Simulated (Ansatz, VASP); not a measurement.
## Two plane-wave programs on GaAs

```
Ga As
1.0
     0.00000    2.87509    2.87509
     2.87509    0.00000    2.87509
     2.87509    2.87509    0.00000
Ga As
1 1
Direct
  0.00000 0.00000 0.00000
  0.75000 0.75000 0.75000
```

The cell is a database's computed one.

Alike in both runs: task single point; functional r2SCAN; k mesh 6 × 6 × 6; occupations gaussian, width 0.1 eV; no spin polarisation.

|  | VASP | Ansatz |
| --- | --- | --- |
| version | VASP 6.6.1 | Ansatz 0.2.0 |
| potentials or method | VASP PAW PBE potentials, release 64 (Ga_d, As) | scalar-relativistic, plane waves, PAW |
| plane-wave cutoff (eV) | 520 | 500 |
| valence electrons in the cell | 18 | 28 |

Ansatz gave:

| Item | Value |
| --- | --- |
| gap on the k mesh at the Fermi level (eV) | 0.61 |
| least direct gap on the mesh (eV) | 0.61 |
| pressure (GPa) | -2.9 |

Problem. What did VASP give for the same quantities?

Solution. gap on the k mesh at the Fermi level (eV): 0.59; least direct gap on the mesh (eV): 0.59; pressure (GPa): -2.8.

With one functional, cell and mesh, what is left measures potentials, basis and numerics. The two sets of potentials don't hold the same shells in valence.

Caveats: the PAW data sets were made with another functional, which shifts forces and pressure a little (VASP). r2SCAN opens gaps a little over a GGA but as a rule still falls short of measured ones.
